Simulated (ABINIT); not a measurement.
GaN:

```
CELL_PARAMETERS angstrom
3.18000 0.00000 0.00000
-1.59000 2.75396 0.00000
0.00000 0.00000 5.16600
ATOMIC_POSITIONS crystal
Ga 0.66667 0.33333 0.50000
Ga 0.33333 0.66667 0.00000
N 0.66667 0.33333 0.87500
N 0.33333 0.66667 0.37500
```

| Quantity | Value |
| --- | --- |
| Program | ABINIT 10.8.3 (patched build) |
| Task | relaxation of cell and atoms |
| Functional | PBE |
| Potentials or basis | SPMS NC PBE v1.0 |
| Cutoff | 925 eV |
| k mesh | 8 × 8 × 4 |
| Occupations | fermi-dirac, width 0.05 eV |
| Spin | no spin polarisation |

At the start: pressure 7.9 GPa; volume 11.31 Å³/atom.

Where does the relaxation end?

Over 10 steps the energy falls by 11.8 meV/atom and the volume is 11.79 Å³/atom (+4.2 %); space group P6_3mc (No. 186, to 0.05 Å).

Step by step:
```csv
step,energy change (eV),largest force (eV/Å),pressure (GPa),volume (Å³)
1,0.0000,0.1375,7.87,45.24
2,-0.0388,0.0737,3.14,46.34
3,-0.0470,0.0311,0.19,47.11
4,-0.0471,0.0219,-0.01,47.17
5,-0.0471,0.0138,-0.06,47.18
6,-0.0471,0.0013,-0.05,47.18
7,-0.0472,0.0020,-0.02,47.17
8,-0.0472,0.0014,0.01,47.16
9,-0.0472,0.0004,0.01,47.16
10,-0.0472,0.0000,0.00,47.16
```

Final structure:
```yaml
crystal:
  lattice:
    - [3.22148, 0.00000, 0.00000]
    - [-1.61074, 2.78989, 0.00000]
    - [0.00000, 0.00000, 5.24763]
  atoms:
    - { symbol: Ga, position: [0.66667, 0.33333, 0.49914] }
    - { symbol: Ga, position: [0.33333, 0.66667, 0.99914] }
    - { symbol: N, position: [0.66667, 0.33333, 0.87586] }
    - { symbol: N, position: [0.33333, 0.66667, 0.37586] }
```
